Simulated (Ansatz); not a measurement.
# MoP (P-6m2) in Ansatz: further runs

One crystal, MoP, is run at these levels: PBE; tasks: single point.

All numbers are computed with Ansatz 0.2.0; they aren't measurements. Logs are shortened: lines on timing, memory, paths and dates and some standing lists are left out, and cuts for length are marked.

**1. Starting point**

Symmetry: P-6m2, No. 187, hexagonal system. Conventional cell: a = 3.223 Å, b = 3.223 Å, c = 3.191 Å, α = 90.00°, β = 90.00°, γ = 120.00°. Around Mo (site symmetry -6m2) lie 6 P at 2.45 Å. P (site symmetry -6m2) is surrounded by 6 Mo at 2.45 Å.

**2. Single point, PBE**

input.yaml reads:

```yaml
crystal:
  lattice:
    - [3.223, 0.0, 0.0]
    - [-1.6115, 2.7911998764, 0.0]
    - [0.0, 0.0, 3.191]
  atoms:
    - { symbol: Mo, position: [0.0, 0.0, 0.0] }
    - { symbol: P, position: [0.3333333333, 0.6666666667, 0.5] }
hamiltonian:
  xc: pbe
  pseudopotentials: { kind: paw }
kpoints:
  mp_grid: { grid: [10, 10, 8] }
scf:
  occupations: { method: gaussian, width: 0.013 }
output:
  forces: true
  stress: true
  eigenvalues: true
  write_density: true
  write_potential: true
  elf: true
  volumetric_format: npy
```

Potentials or basis: Ansatz PAW.

Run with:

```console
> ansatz run input.yaml --threads 2 --pin off --max-ram 5632MiB --backend cpu --events-out ev --progress --plain --runs-dir out
```

Output:

```text
Warning: RAYON_NUM_THREADS=2 ignored (pool sized by the plan → 2); use --threads N
Engine: ansatz 0.2.0, x86_64-unknown-linux-gnu
Pseudopotentials: kind: paw
Pseudopotential: Mo, paw, valence charge 14, recommended cutoff 420 eV (normal), Mo.paw.azcp
Pseudopotential: P, paw, valence charge 5, recommended cutoff 420 eV (normal), P.paw.azcp
Functional definition: PBE
  parameter kappa = 0.804
  parameter beta = 0.06672455060314922
  exchange = pbe_x(kappa = kappa, mu = beta*pi^2/3)
  correlation = pbe_c(beta = beta)
Crystal: 2 atoms, lattice volume = 28.706 Å³
Basis set: ecut = 420 eV, 551 PW (Γ), exchange–correlation on 48×48×48 points (8 copies of the dense FFT grid, shifted against one another)
Bands: 14, of which v1, the nominal top of the filled ones, is band 10 counted from 1 (9 counted from 0)
Symmetry: 12 space group operations
Space group: P-6m2 (ITA 187), of the structure as read, at distance tolerance 3.1e-5 Å
k-points: 70 of 800 (time reversal used)
Non-local potential: Mo, projectors of the file, l = 0: 3, l = 1: 2, l = 2: 2, l = 3: 1
Non-local potential: P, projectors of the file, l = 0: 2, l = 1: 2, l = 2: 2
PAW form: soft (Blöchl's): semilocal exchange-correlation on the pseudo side does not see the compensation charge
PAW one-centre angular grid: Mo, 590 points (default); XC on 64 Gauss nodes
PAW one-centre angular grid: P, 110 points (default); XC on 64 Gauss nodes
Initial density: superposition of atomic densities (neutral atoms: chi_scale 0, normalization atom), corrected by the library's trained network
Initial wavefunctions: pseudopotential atomic-orbital guess
Functional: x = pbe(κ = 0.804, μ = 0.2195149727645171), c = pbe(β = 0.06672455060314922)
SCF iter   1: F=—  HF=-5713.070339 eV  |F-HF|=—  |Δ(HF+E_count)|=         —  Δρ=6.45e-3  dr2=4.25e-3  ethr=1.77e-3  ⟨swp⟩=6.0  Hψ=6059  notcnv=0
preconditioner: auto → none  [insulator: Δε(μ)=0.059 eV  Ē_g=8.829 eV  σ=0.013 eV  W_gap=0.67  n_scr=8 (ndim 8)  ℏωp=23.0 eV  f_vac=0.000  D(μ)=0.61/eV (n_scr^D=0)  ε∞_Penn≈7.8]
SCF iter   2: F=—  HF=-5713.071619 eV  |F-HF|=—  |Δ(HF+E_count)|=   1.28e-3  Δρ=3.26e-3  dr2=8.38e-4  ethr=2.24e-5  ⟨swp⟩=2.2  Hψ=1954  notcnv=0  defer=31
SCF iter   3: F=—  HF=-5713.072405 eV  |F-HF|=—  |Δ(HF+E_count)|=   7.87e-4  Δρ=4.48e-4  dr2=1.59e-5  ethr=4.41e-6  ⟨swp⟩=2.8  Hψ=1584  notcnv=0  defer=31
SCF iter   4: F=—  HF=-5713.072421 eV  |F-HF|=—  |Δ(HF+E_count)|=   1.55e-5  Δρ=4.00e-5  dr2=1.48e-7  ethr=8.39e-8  ⟨swp⟩=2.7  Hψ=1525  notcnv=0  defer=31
iter 5 did not close the SCF: its close was put off for the readings that it lacked (scf_convergence_deferred on its scf_iter line)
SCF iter   5: F=-5713.072421 eV  HF=-5713.072421 eV  |F-HF|=5.97e-10  |Δ(HF+E_count)|=   1.01e-7  Δρ=6.30e-6  dr2=4.49e-9  ethr=7.78e-10  ⟨swp⟩=2.5  Hψ=1536  notcnv=0  defer=31
SCF iter   6: F=-5713.072421 eV  HF=-5713.072421 eV  |F-HF|=3.82e-11  |Δ(HF+E_count)|=   1.75e-9  Δρ=7.85e-7  dr2=6.05e-11  ethr=2.37e-11  ⟨swp⟩=6.2  Hψ=5327  notcnv=0
SCF 1 converged in 6 iterations: F = -5713.072421 eV  dr2 = 6.05e-11
SCF converged after 6 iterations
Free energy (F): -5713.072421 eV
Harris-Foulkes:  -5713.072421 eV  (|F-HF|=3.82e-11)
Internal energy: -5713.072369 eV  (E = F + TS)
E sigma→0 (E₀):  -5713.072395 eV
Entropy (-TS):   -0.000052 eV (-0.026 meV/atom)
Fermi energy:    17.268880 eV
--- Per-component energies (eV) ---
  E_band       = -62.601347
  E_kinetic    = 517.442388
  E_local      = -1025.514302  (includes V_loc(G=0)·N_el)
  E_nonlocal   = 176.314055
  E_hartree    = 357.066175
  E_xc         = -247.547480
  E_vxc        = -293.276440  (∫ρ·V_xc dr)
  E_paw        = -3770.833484  (= ΣΔE_a)
  E_vpaw       = -151.699589  (= ΣTr[D̂ρ^β])
  E_aug_tail   = 0.000052  (compensation charges beyond the density's cutoff)
  E_ewald      = -1719.999773
  E_smearing   = -0.000052  (= −TS)
  E_closure    = 0.000000  (closes the sum)
  Σ components = -5713.072421   (vs F -5713.072421, Δ=0.00e0)
--- Forces (eV/Å), atoms counted from 1 ---
  atom   1  Mo    -0.00000000    -0.00000000     0.00000000
  atom   2  P      0.00000000    -0.00000000     0.00000000
  max |Σ_I F_I| component: 1.48e-16 eV/Å
--- Stress (GPa, compression-positive) ---
        2.802129       0.000000       0.000000
        0.000000       2.802129       0.000000
        0.000000       0.000000       2.005263
  P = ⅓ Tr σ = 2.5365 GPa (25.365 kbar)
--- Band table (eV; the first three rows and the last of 70) ---
  k-point 0: bands = ["-43.9332", "-18.0909", "-17.8721", "-17.8721", "3.3332", "13.0841", "13.9626", "13.9626", "16.5519", "17.5317", "17.5317", "21.3892", "21.3892", "22.8154"]
  k-point 1: bands = ["-43.9303", "-18.1348", "-17.8683", "-17.8683", "3.5848", "12.7517", "14.0792", "14.0792", "16.4897", "16.9585", "16.9585", "21.7701", "21.7701", "23.0240"]
  k-point 2: bands = ["-43.9233", "-18.2394", "-17.8591", "-17.8591", "4.2820", "11.6260", "14.3679", "14.3679", "16.0496", "16.0496", "16.9492", "21.5235", "21.5235", "23.5667"]
  k-point 69: bands = ["-43.8786", "-18.2997", "-18.0995", "-18.0327", "6.4018", "10.4884", "11.5324", "13.9772", "15.8677", "18.8713", "20.5212", "20.8040", "21.7505", "22.8299"]
```

rho_z.tsv:

```text
# z_ang	rho[e/angstrom^3]
# format = ansatz-planar-average/11
# lattice	3.223000000	0.000000000	0.000000000
# lattice	-1.611500000	2.791199876	0.000000000
# lattice	0.000000000	0.000000000	3.191000000
# sites	2
# site	42	0.000000000	-0.000000000	0.000000000
# site	15	0.000000000	1.860799918	1.595500000
0.000000	1.266243e0
0.132958	1.236064e0
0.265917	1.138003e0
0.398875	9.707934e-1
0.531833	7.693526e-1
0.664792	5.916450e-1
[... 16 lines left out ...]
2.925083	1.138003e0
3.058042	1.236064e0
```

It took 4.4 s on 2 threads of Intel Xeon at 2.50GHz (Skylake/Cascade Lake), shared host; peak memory 0.35 GiB.

What came out:

```
Free energy            : -5713.0724 eV
Pressure               : 2.5 GPa
Band gap on the k mesh : none (metal or under the smearing width)
```

Stress tensor (GPa, compression positive):
```
2.80 0.00 0.00
0.00 2.80 0.00
0.00 0.00 2.01
```

**3. Single point, PBE**

input.yaml, as its differences from that of step 2:

```diff
@@ -14,3 +14,3 @@
 scf:
-  occupations: { method: gaussian, width: 0.013 }
+  occupations: { method: gaussian, width: 0.014 }
 output:
@@ -19,5 +19 @@
   eigenvalues: true
-  write_density: true
-  write_potential: true
-  elf: true
-  volumetric_format: npy
```

Potentials or basis: Ansatz PAW.

Run with:

```console
> ansatz run input.yaml --threads 2 --pin off --max-ram 5632MiB --backend cpu --events-out ev --progress --plain --runs-dir out
```

Wall time 3.7 s (2 threads of Intel Xeon at 2.50GHz (Skylake/Cascade Lake), shared host); peak memory 0.34 GiB.

It converged, with:

| Property | Result |
| --- | --- |
| Free energy | -5713.0724 eV |
| Pressure | 2.5 GPa |
| Band gap on the k mesh | none (metal or under the smearing width) |

Stress tensor (GPa, compression positive):
```
2.80 0.00 0.00
0.00 2.80 0.00
0.00 0.00 2.00
```

Levels at points of the mesh, in eV from the Fermi level:
| k point | band 6 | band 7 | band 8 | band 9 | band 10 | band 11 | band 12 | band 13 | band 14 |
| --- | --- | --- | --- | --- | --- | --- | --- | --- | --- |
| (0.00, 0.00, 0.00) | -4.18 | -3.31 | -3.31 | -0.72 | 0.26 | 0.26 | 4.12 | 4.12 | 5.55 |
| (0.00, 0.00, -0.50) | -7.84 | -2.73 | -2.73 | -1.68 | -1.68 | 1.32 | 2.93 | 2.93 | 7.88 |
| (0.00, -0.50, 0.00) | -7.26 | -3.95 | -3.74 | -1.28 | -0.43 | 1.71 | 2.36 | 4.63 | 6.10 |
| (0.00, -0.50, -0.50) | -6.14 | -5.29 | -4.44 | -1.05 | 1.43 | 1.84 | 3.54 | 5.05 | 6.17 |
